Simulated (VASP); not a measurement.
Given:

```yaml
crystal:
  lattice:
    - [0.00000, 3.05000, 3.05000]
    - [3.05000, 0.00000, 3.05000]
    - [3.05000, 3.05000, 0.00000]
  atoms:
    - { symbol: Zn, position: [0.00000, 0.00000, 0.00000] }
    - { symbol: Te, position: [0.25000, 0.25000, 0.25000] }
```

Calculation: PBE GGA, VASP's PBE PAW potentials (set 64) (plane waves; VASP). Run with 400 eV cut-off, 6×6×6 Γ-centred mesh, Gaussian smearing of 0.050 eV, potentials Zn Te.

**Question.** Give the stress tensor in GPa (positive for a compressed cell).

**Answer.** 
```
1.79  0.00  0.00
0.00  1.79  0.00
0.00  0.00  1.79
```
The pressure is its mean diagonal, 1.79 GPa.

The compound is ZnTe in the zinc blende structure. The cell was not relaxed at this level.
